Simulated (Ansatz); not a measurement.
# FeO (Wuestite) (R-3m) in Ansatz: relaxation of cell and atoms with LDA

Aim: the relaxation of cell and atoms of FeO (Wuestite) with LDA.

Program: Ansatz 0.2.0. These are calculated values, not measurements. Logs are shortened: lines on timing, memory, paths and dates and some standing lists are left out, and cuts for length are marked.

**1. The crystal as given**

Symmetry: R-3m, No. 166, trigonal system. Conventional cell: a = 3.038 Å, b = 3.038 Å, c = 7.559 Å, α = 90.00°, β = 90.00°, γ = 120.00°. Fe (site symmetry -3m) is surrounded by 6 O at 2.16 Å. Around O (site symmetry -3m) lie 6 Fe at 2.16 Å.

**2. Relaxation of cell and atoms, LDA, collinear spin, random start**

File input.yaml:

```yaml
crystal:
  lattice:
    - [1.5188209023, 0.8768916568, 2.5195772846]
    - [-1.5188209023, 0.8768916568, 2.5195772846]
    - [0.0, -1.7537833136, 2.5195772846]
  atoms:
    - { symbol: Fe, position: [0.0, 0.0, 0.0], spin: -2.61 }
    - { symbol: O, position: [0.5, 0.5, 0.5] }
hamiltonian:
  xc: lda
  pseudopotentials: { kind: paw, core: large }
magnetization:
  spin_polarized: true
kpoints:
  mp_grid: { grid: [11, 11, 11] }
scf:
  occupations: { method: fermi_dirac, width: 0.05 }
output:
  forces: true
  stress: true
relax:
  f_tol: 0.01
  max_steps: 40
  cell: { stress_tol: 0.05 }
basis:
  ecutrho_ratio: 12
  ecutwfc: "500 eV"
```

Potentials or basis: Ansatz PAW.

On the command line:

```sh
> ansatz run input.yaml --threads 1 --pin off --max-ram 2560MiB --backend cpu --events-out ev --progress --plain --runs-dir out
```

What it wrote:

```text
Warning: of Fe the run reads no dataset of the core that `hamiltonian.pseudopotentials.core` asks for: this build lists none beside the file that it uses, or the input names that file
Warning: RAYON_NUM_THREADS=1 ignored (pool sized by the plan → 1); use --threads N
Engine: ansatz 0.2.0, aarch64-unknown-linux-gnu
Pseudopotentials: kind: paw
Pseudopotential: Fe, paw, valence charge 16, recommended cutoff 420 eV (normal), Fe.paw.azcp
Pseudopotential: O, paw, valence charge 6, recommended cutoff 420 eV (normal), O.paw.azcp
Functional definition: SPW92
  exchange = slater_x
  correlation = pw_c
Crystal: 2 atoms, lattice volume = 20.134 Å³
Basis set: ecut = 500 eV, 531 PW (Γ)
Bands: 17, of which v1, the nominal top of the filled ones, is band 11 counted from 1 (10 counted from 0)
Symmetry: 12 space group operations
Space group: R-3m (ITA 166), of the structure as read, at distance tolerance 2.7e-5 Å
Magnetic group: BNS 166.97 (UNI 1327), of the structure as read, at distance tolerance 2.7e-5 Å
k-points: 146 of 1331
Non-local potential: Fe, projectors of the file, l = 0: 3, l = 1: 2, l = 2: 3, l = 3: 1
Non-local potential: O, projectors of the file, l = 0: 2, l = 1: 2, l = 2: 1
PAW form: soft (Blöchl's): semilocal exchange-correlation on the pseudo side does not see the compensation charge
PAW frozen core: Fe, regenerated for the run's functional, and the local potential with it (the file was generated under x = pbe(κ = 0.804, μ = 0.2195149727645171), c = pbe(β = 0.06672455060314922))
PAW frozen core: O, regenerated for the run's functional, and the local potential with it (the file was generated under x = pbe(κ = 0.804, μ = 0.2195149727645171), c = pbe(β = 0.06672455060314922))
PAW one-centre angular grid: Fe, 590 points (default); XC on 64 Gauss nodes
PAW one-centre angular grid: O, 110 points (default); XC on 64 Gauss nodes
Initial density: superposition of atomic densities (chi_scale 0.1, normalization cell, long waves kept (reshape's long-wave potential 0.00 eV rms))
Starting moments: Σ|m| = 2.61 μB on 1 of 2 sites
Initial wavefunctions: pseudopotential atomic-orbital guess
Functional: x = slater, c = lda
SCF iter   1: F=—  HF=-4973.415860 eV  |F-HF|=—  |Δ(HF+E_count)|=         —  Δρ=1.25e-1 (↑7.25e-2 ↓1.25e-1)  dr2=5.27e0  dr2_m=5.27e-1  M=-3.019 μB ∫|m|=3.019 μB  β_m=0.30  ethr=3.10e-3  ⟨swp⟩=4.5  Hψ=20737  notcnv=0
Mixer restart at iter 1: flushing history
preconditioner: auto → none  [metal: Δε(μ)=0.001 eV  Ē_g=12.560 eV  σ=0.050 eV  W_gap=0.00  n_scr=8 (ndim 8)  ℏωp=31.0 eV  f_vac=0.000  D(μ)=3.70/eV (n_scr^D=58)  sad-step TF]
SCF iter   2: F=—  HF=-4973.618469 eV  |F-HF|=—  |Δ(HF+E_count)|=   2.03e-1  Δρ=6.84e-2 (↑4.47e-2 ↓6.84e-2)  dr2=7.14e-1  dr2_m=4.26e-1  M=-3.191 μB ∫|m|=3.191 μB  β_m=0.41  ethr=3.10e-3  ⟨swp⟩=3.5  Hψ=12233  notcnv=0  defer=105
SCF iter   3: F=—  HF=-4973.902443 eV  |F-HF|=—  |Δ(HF+E_count)|=   2.84e-1  Δρ=4.00e-2 (↑3.52e-2 ↓4.00e-2)  dr2=9.21e-2  dr2_m=2.36e-1  M=-3.394 μB ∫|m|=3.395 μB  β_m=0.55  ethr=3.10e-3  ⟨swp⟩=2.0  Hψ=8614  notcnv=0  defer=94
SCF iter   4: F=—  HF=-4974.167380 eV  |F-HF|=—  |Δ(HF+E_count)|=         —  Δρ=3.81e-2 (↑3.81e-2 ↓3.77e-2)  dr2=2.67e-2  dr2_m=2.52e-1  M=-3.998 μB ∫|m|=4.001 μB  β_m=0.70  ethr=4.19e-4  ⟨swp⟩=2.5  Hψ=8961  notcnv=0  defer=107
Mixer restart at iter 4: flushing history
SCF iter   5: F=—  HF=-4974.171337 eV  |F-HF|=—  |Δ(HF+E_count)|=   3.96e-3  Δρ=1.44e-2 (↑1.28e-2 ↓1.44e-2)  dr2=9.69e-3  dr2_m=3.01e-2  M=-3.998 μB ∫|m|=4.002 μB  β_m=0.85  ethr=1.21e-4  ⟨swp⟩=2.2  Hψ=10226  notcnv=0  defer=124
SCF iter   6: F=—  HF=-4974.182804 eV  |F-HF|=—  |Δ(HF+E_count)|=   1.15e-2  Δρ=1.33e-2 (↑1.33e-2 ↓1.11e-2)  dr2=8.96e-2  dr2_m=4.49e-4  M=-4.001 μB ∫|m|=4.006 μB  β_m=0.61  ethr=4.41e-5  ⟨swp⟩=2.9  Hψ=11027  notcnv=0  defer=136
SCF iter   7: F=—  HF=-4974.166702 eV  |F-HF|=—  |Δ(HF+E_count)|=   1.61e-2  Δρ=1.56e-3 (↑5.87e-4 ↓1.56e-3)  dr2=4.23e-4  dr2_m=6.75e-5  M=-4.000 μB ∫|m|=4.004 μB  β_m=0.53  ethr=4.41e-5  ⟨swp⟩=2.4  Hψ=11591  notcnv=0  defer=136
SCF iter   8: F=—  HF=-4974.166451 eV  |F-HF|=—  |Δ(HF+E_count)|=   2.51e-4  Δρ=4.17e-4 (↑4.17e-4 ↓3.13e-4)  dr2=1.98e-5  dr2_m=1.72e-5  M=-4.000 μB ∫|m|=4.004 μB  β_m=0.71  ethr=1.92e-6  ⟨swp⟩=2.2  Hψ=9125  notcnv=0  defer=131
SCF iter   9: F=—  HF=-4974.166451 eV  |F-HF|=—  |Δ(HF+E_count)|=   3.46e-7  Δρ=5.38e-5 (↑4.21e-5 ↓5.38e-5)  dr2=6.86e-7  dr2_m=1.80e-7  M=-4.000 μB ∫|m|=4.004 μB  β_m=0.77  ethr=8.99e-8  ⟨swp⟩=2.0  Hψ=6340  notcnv=0  defer=131
SCF iter  10: F=—  HF=-4974.166450 eV  |F-HF|=—  |Δ(HF+E_count)|=   2.04e-7  Δρ=1.29e-5 (↑5.04e-6 ↓1.29e-5)  dr2=2.59e-8  dr2_m=7.88e-9  M=-4.000 μB ∫|m|=4.004 μB  β_m=0.86  ethr=3.12e-9  ⟨swp⟩=2.4  Hψ=6775  notcnv=0  defer=131
SCF iter  11: F=-4974.166450 eV  HF=-4974.166450 eV  |F-HF|=3.27e-10  |Δ(HF+E_count)|=   8.45e-9  Δρ=1.08e-6 (↑9.74e-7 ↓1.08e-6)  dr2=4.09e-10  dr2_m=5.63e-11  M=-4.000 μB ∫|m|=4.004 μB  ethr=1.18e-10  ⟨swp⟩=2.0  Hψ=15018  notcnv=0
SCF 1 converged in 11 iterations: F = -4974.166450 eV  dr2 = 4.09e-10
[... 60 lines left out ...]
SCF iter   6: F=-4974.264099 eV  HF=-4974.264099 eV  |F-HF|=6.00e-11  |Δ(HF+E_count)|=  5.37e-11  Δρ=7.44e-7 (↑7.44e-7 ↓5.36e-7)  dr2=8.44e-11  dr2_m=3.87e-11  M=-3.871 μB ∫|m|=3.875 μB  ethr=1.00e-12  ⟨swp⟩=2.2  Hψ=13904  notcnv=0
SCF 6 converged in 6 iterations: F = -4974.264099 eV  dr2 = 8.44e-11
relax step   6: F+E_penalty+E_count = -4974.26409934 eV  Δ(F+E_penalty+E_count) = -1.176e-5 eV  max|allowed force component| = 8.415e-30 eV/Å  Δτ_max = 0.0000 Å  P = -0.002 GPa  Ω = 18.305 Å³  energy of the carried Pulay correction = +6.285e-4 eV  (6 SCF iters, dr2 threshold 1.63e-8 eV, accepted)
Initial wavefunctions: pseudopotential atomic-orbital guess (no wavefunctions were taken with the density)
iter 1 solved again at ethr=5.71e-9 eV; its pass at ethr=3.10e-3 eV (dr2=1.26e-6 eV) is discarded
SCF iter   1: F=—  HF=-4974.263644 eV  |F-HF|=—  |Δ(HF+E_count)|=         —  Δρ=1.12e-4 (↑1.12e-4 ↓5.27e-5)  dr2=1.40e-6  dr2_m=4.00e-7  M=-3.872 μB ∫|m|=3.876 μB  β_m=0.65  ethr=5.71e-9  ⟨swp⟩=3.0  Hψ=35977  notcnv=0
preconditioner: auto → none  [metal: Δε(μ)=0.028 eV  Ē_g=14.165 eV  σ=0.050 eV  W_gap=0.14  n_scr=0 (ndim 8)  ℏωp=32.5 eV  f_vac=0.000  D(μ)=1.75/eV (n_scr^D=14)]
SCF iter   2: F=—  HF=-4974.263644 eV  |F-HF|=—  |Δ(HF+E_count)|=   8.17e-7  Δρ=4.83e-5 (↑2.46e-5 ↓4.83e-5)  dr2=3.93e-7  dr2_m=6.15e-8  M=-3.872 μB ∫|m|=3.876 μB  β_m=0.46  ethr=5.71e-9  ⟨swp⟩=2.5  Hψ=7557  notcnv=0
SCF iter   3: F=—  HF=-4974.263645 eV  |F-HF|=—  |Δ(HF+E_count)|=   4.69e-7  Δρ=1.89e-5 (↑1.46e-5 ↓1.89e-5)  dr2=3.71e-8  dr2_m=7.97e-9  M=-3.872 μB ∫|m|=3.876 μB  β_m=0.45  ethr=1.79e-9  ⟨swp⟩=2.0  Hψ=8122  notcnv=0
SCF iter   4: F=—  HF=-4974.263645 eV  |F-HF|=—  |Δ(HF+E_count)|=   3.06e-7  Δρ=1.41e-5 (↑1.41e-5 ↓1.35e-5)  dr2=8.78e-9  dr2_m=2.33e-8  M=-3.872 μB ∫|m|=3.876 μB  β_m=0.72  ethr=1.68e-10  ⟨swp⟩=1.0  Hψ=4964  notcnv=0
SCF iter   5: F=—  HF=-4974.263645 eV  |F-HF|=—  |Δ(HF+E_count)|=   2.59e-7  Δρ=1.47e-5 (↑1.47e-5 ↓1.22e-5)  dr2=9.22e-9  dr2_m=2.75e-8  M=-3.871 μB ∫|m|=3.875 μB  β_m=0.86  ethr=3.99e-11  ⟨swp⟩=2.0  Hψ=7570  notcnv=0
SCF iter   6: F=—  HF=-4974.263646 eV  |F-HF|=—  |Δ(HF+E_count)|=   1.29e-7  Δρ=7.49e-6 (↑5.62e-6 ↓7.49e-6)  dr2=1.69e-8  dr2_m=3.96e-10  M=-3.871 μB ∫|m|=3.875 μB  β_m=0.72  ethr=3.99e-11  ⟨swp⟩=2.3  Hψ=8427  notcnv=0
SCF iter   7: F=—  HF=-4974.263645 eV  |F-HF|=—  |Δ(HF+E_count)|=   8.32e-9  Δρ=1.52e-6 (↑1.52e-6 ↓1.28e-6)  dr2=7.72e-10  dr2_m=4.03e-11  M=-3.871 μB ∫|m|=3.875 μB  β_m=0.86  ethr=3.99e-11  ⟨swp⟩=2.2  Hψ=7877  notcnv=0
SCF iter   8: F=—  HF=-4974.263645 eV  |F-HF|=—  |Δ(HF+E_count)|=  2.16e-10  Δρ=1.66e-7 (↑1.15e-7 ↓1.66e-7)  dr2=8.13e-12  dr2_m=4.48e-13  M=-3.871 μB ∫|m|=3.875 μB  β_m=0.93  ethr=3.51e-12  ⟨swp⟩=2.6  Hψ=8040  notcnv=0
SCF iter   9: F=-4974.263645 eV  HF=-4974.263645 eV  |F-HF|=0.00e0  |Δ(HF+E_count)|=  9.09e-13  Δρ=5.73e-8 (↑5.73e-8 ↓3.72e-8)  dr2=6.02e-13  dr2_m=2.54e-13  M=-3.871 μB ∫|m|=3.875 μB  ethr=1.00e-12  ⟨swp⟩=3.9  Hψ=19076  notcnv=0
SCF 7 converged in 9 iterations: F = -4974.263645 eV  dr2 = 6.02e-13
relax step   7: F+E_penalty+E_count = -4974.26364550 eV  Δ(F+E_penalty+E_count) = +4.538e-4 eV  max|allowed force component| = 8.415e-30 eV/Å  Δτ_max = 0.0000 Å  P = -0.024 GPa  Ω = 18.305 Å³  stress off target by 2.46e-2 GPa  SCF on the basis re-selected at this cell (its energy is not comparable with the rows above)  (9 SCF iters)
basis re-selected at this cell: Δ(F+E_penalty+E_count) = +4.538e-4 eV, ΔP = -0.022 GPa vs the last step (what re-selecting the basis moved, of the pressure what is left beyond the Pulay correction that the steps carried, after the strain that the cell walked since its last selection, with what the two solves' SCF thresholds leave and, on support functions, any second-order correction that the steps lacked; it is no measure of the basis error at this ecutwfc). This SCF's stress stands 2.46e-2 GPa from its target on what of the cell is left free (relax.cell.stress_tol is 5.00e-2 GPa) and its largest allowed force component is 8.41e-30 eV/Å (relax.f_tol is 1.00e-2 eV/Å): within both
SCF converged after 9 iterations
Magnetization: -3.8713 μB (9.0644 up, 12.9356 down)
Absolute magnetization: 3.8752 μB (∫|ρ↑−ρ↓|, with the PAW one-centre terms)
Spin contamination: 0.0110 ħ² per cell (⟨S²⟩ above its minimum at these occupations)
Per-site moments (μB) at R_I (Å): [(-3.2881059113656756, 0.8628532958270659), (-0.3248706825667407, 0.8628532958270659)]
Free energy (F): -4974.263645 eV
Harris-Foulkes:  -4974.263645 eV  (|F-HF|=0.00e0)
Internal energy: -4974.249441 eV  (E = F + TS)
E sigma→0 (E₀):  -4974.256543 eV
Entropy (-TS):   -0.014204 eV (-7.102 meV/atom)
Fermi energy:    15.930745 eV
--- Per-component energies (eV) ---
  E_band       = -235.809423
  E_kinetic    = 517.908817
  E_local      = -2482.280513  (includes V_loc(G=0)·N_el)
  E_nonlocal   = 284.535540
  E_hartree    = 1013.228555
  E_xc         = -186.831509
  E_vxc        = -241.186372  (∫ρ·V_xc dr)
  E_paw        = -1457.198966  (= ΣΔE_a)
  E_vpaw       = -341.243986  (= ΣTr[D̂ρ^β])
  E_aug_tail   = -0.000005  (compensation charges beyond the density's cutoff)
  E_ewald      = -2664.109819
  E_core_change = 0.498457  (= ΣΔE_core)
  E_smearing   = -0.014204  (= −TS)
  E_closure    = -0.000000  (closes the sum)
  Σ components = -4974.263645   (vs F -4974.263645, Δ=0.00e0)
--- Forces (eV/Å), atoms counted from 1 ---
  atom   1  Fe    -0.00000000     0.00000000    -0.00000000
  atom   2  O     -0.00000000     0.00000000     0.00000000
  max |Σ_I F_I| component: 2.10e-30 eV/Å
--- Stress (GPa, compression-positive) ---
       -0.023812       0.000000      -0.000000
        0.000000      -0.023812       0.000000
       -0.000000       0.000000      -0.024563
  P = ⅓ Tr σ = -0.0241 GPa (-0.241 kbar)
--- Relaxed structure (6 steps of the walk, 6 accepted, 1 SCFs on fresh bases) ---
  F+E_penalty+E_count = -4974.26364550 eV   max|allowed force component| = 8.415e-30 eV/Å   (the final SCF, on the basis selected at the relaxed cell)
  cell:  # Å, volume = 18.3050 Å³
    - [1.4790932514161799, 0.8539548868616904, 2.4153901435777376]
    - [-1.4790932514161799, 0.8539548868616904, 2.4153901435777376]
    - [2.471539022556934e-33, -1.7079097737233808, 2.4153901435777376]
  atoms:
    - { symbol: Fe, position: [1.0960244241031169e-35, 1.0960244241031169e-35, 2.983482279505183e-35] }
    - { symbol: O, position: [0.5, 0.5, 0.5] }
```

Wall time 44 s (1 thread of Arm Neoverse V2, shared host); peak memory 0.43 GiB.

Results:

| Property | Result |
| --- | --- |
| Free energy | -4974.2636 eV |
| Relaxed volume | 9.15 Å³/atom |
| Relaxed cell | a = 2.958 Å, b = 2.958 Å, c = 2.958 Å, α = 60.00°, β = 60.00°, γ = 60.00° |
| Space group after relaxing (to 0.05 Å) | Fm-3m (No. 225) |
| Energy gained by relaxing | 48.6 meV/atom |
| Ionic steps | 7 |
| Pressure after relaxing | 0.0 GPa |
| Net moment | -3.87 μB per cell |
| Absolute moment | 3.88 μB per cell |
| Site moments | Fe -3.29; O -0.32 μB |

The path:
| step | energy change (eV) | largest force (eV/Å) | volume (Å³) |
| --- | --- | --- | --- |
| 1 | 0.0000 | 0.0000 | 20.13 |
| 2 | -0.0817 | 0.0000 | 19.03 |
| 3 | -0.0976 | 0.0000 | 18.32 |
| 4 | -0.0976 | 0.0000 | 18.30 |
| 5 | -0.0976 | 0.0000 | 18.31 |
| 6 | -0.0976 | 0.0000 | 18.30 |
| 7 | -0.0972 | 0.0000 | 18.30 |

Final structure:
```cif
data_structure
_symmetry_space_group_name_H-M 'P 1'
_symmetry_Int_Tables_number 1
_cell_length_a 2.9582
_cell_length_b 2.9582
_cell_length_c 2.9582
_cell_angle_alpha 59.999
_cell_angle_beta 59.999
_cell_angle_gamma 59.999
_cell_volume 18.30
loop_
_atom_site_label
_atom_site_type_symbol
_atom_site_fract_x
_atom_site_fract_y
_atom_site_fract_z
_atom_site_occupancy
Fe1 Fe 0.00000 0.00000 0.00000 1
O1 O 0.50000 0.50000 0.50000 1
```

Caveat: the plane-wave basis is chosen anew once the cell has moved, so the energies of steps on either side of that aren't comparable; a cell with one magnetic atom can't hold antiferromagnetic order, which such compounds often take; the PAW data sets come from PBE, with cores solved anew for the run's functional, which leaves a small shift of forces and pressure. Zero-point motion and thermal expansion aren't in these numbers.
